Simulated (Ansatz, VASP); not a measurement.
## One calculation of HfO2, two programs

```xyz
3
Lattice="0.0000 2.5488 2.5488 2.5488 0.0000 2.5488 2.5488 2.5488 0.0000" Properties=species:S:1:pos:R:3 pbc="T T T"
Hf    0.0000    0.0000    0.0000
O     1.1683    1.1683    1.2744
O     3.8232    3.8232    3.8232
```

Alike in both runs: task single point; functional PBE; k mesh 8 × 8 × 8; occupations gaussian, width 0.05 eV; no spin polarisation.

|  | VASP | Ansatz |
| --- | --- | --- |
| version | VASP 6.6.1 | Ansatz 0.2.0 |
| potentials or method | VASP PAW PBE potentials, release 64 (Hf_pv, O) | scalar-relativistic, plane waves, PAW |
| plane-wave cutoff (eV) | 520 | 420 |
| valence electrons in the cell | 22 | 38 |

```csv
,VASP,Ansatz,Ansatz less VASP
gap on the k mesh at the Fermi level (eV),3.78,3.77,-0.009
least direct gap on the mesh (eV),3.78,3.77,-0.009
pressure (GPa),-1.8,1.8,+3.59
largest component of the traceless stress (GPa),3.30,3.61,+0.306
rms of the force components (eV/Å),0.693,0.703,+0.0100
```

Atom by atom the forces differ by 0.012 eV/Å (rms over components). The two sets of potentials don't hold the same shells in valence.

Caveats: spin-orbit coupling is left out, which moves the levels of the heavy elements; forces of over 1 eV/Å show positions far from the minimum, so gaps and moduli don't describe the material at rest. A k mesh can miss the band edges.
